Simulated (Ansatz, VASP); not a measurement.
## One calculation of SiC (Moissanite 3C), two programs

```
Si C
1.0
     0.00000    2.17900    2.17900
     2.17900    0.00000    2.17900
     2.17900    2.17900    0.00000
Si C
1 1
Cartesian
  0.0000 0.0000 0.0000
  1.0895 1.0895 1.0895
```

Alike in both runs: task single point; functional PBE; k mesh 10 × 10 × 10; occupations gaussian, width 0.02 eV; no spin polarisation.

|  | VASP | Ansatz |
| --- | --- | --- |
| version | VASP 6.6.1 | Ansatz 0.2.0 |
| potentials or method | VASP PAW PBE potentials, release 64 (Si, C) | scalar-relativistic, plane waves, PAW |
| plane-wave cutoff (eV) | 520 | 420 |
| valence electrons in the cell | 8 | 8 |

|  | VASP | Ansatz | Ansatz less VASP |
| --- | --- | --- | --- |
| gap on the k mesh at the Fermi level (eV) | 1.36 | 1.36 | +0.003 |
| least direct gap on the mesh (eV) | 4.54 | 4.55 | +0.004 |
| pressure (GPa) | 3.2 | 3.3 | +0.06 |

With one functional, cell and mesh, what is left measures potentials, basis and numerics.

A k mesh can miss the band edges.
